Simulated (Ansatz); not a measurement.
TiSe:

```xyz
4
Lattice="4.1784 0.0000 0.0000 0.0000 4.1784 0.0000 0.0000 0.0000 5.9844" Properties=species:S:1:pos:R:3 pbc="T T T"
Se    0.0000    2.0892    4.5515
Se    2.0892    0.0000    1.4329
Ti    0.0000    0.0000    0.0000
Ti    2.0892    2.0892    0.0000
```

The cell comes from a database or a generator and needn't be the stable form of this composition.

| Property | Result |
| --- | --- |
| Program | Ansatz 0.2.0 |
| Task | relaxation of cell and atoms |
| Functional | PBE0 |
| Potentials or basis | Ansatz PAW |
| Cutoff | 420 eV (not typed: the program's choice for these potentials) |
| k mesh | 4 × 4 × 4 |
| Occupations | fermi-dirac, width 0.05 eV |
| Spin | no spin polarisation |

At the start: volume 26.12 Å³/atom.

Problem. How do energy, volume and symmetry change on relaxing?

Solution. It ends after 6 steps and the volume is 25.31 Å³/atom (-3.1 %); space group P4/nmm (No. 129, to 0.05 Å).

The path:
```
step  energy change (eV)  largest force (eV/Å)  volume (Å³)
   1              0.0000                0.2443       104.48
   2             -0.0160                0.0261       100.25
   3             -0.0202                0.0088       101.69
   4             -0.0202                0.0017       101.55
   5             -0.0203                0.0049       101.25
   6             -0.0198                0.0050       101.25
```

Final structure:
```xyz
4
Lattice="4.1265 0.0000 0.0000 0.0000 4.1265 0.0000 0.0000 0.0000 5.9461" Properties=species:S:1:pos:R:3 pbc="T T T"
Se    0.0000    2.0633    4.5128
Se    2.0633    0.0000    1.4333
Ti    0.0000    0.0000    0.0000
Ti    2.0633    2.0633    0.0000
```

Caveat: the k mesh is coarse (spacing up to 0.38 Å⁻¹), so the values aren't converged, least of all with exact exchange; the plane-wave basis is chosen anew once the cell has moved, so the energies of steps on either side of that aren't comparable; this functional lacks dispersion, which binds the layers, so the pressure and a relaxed spacing across them are unreliable; the PAW data sets come from PBE, with cores solved anew for the run's functional, which leaves a small shift of forces and pressure.
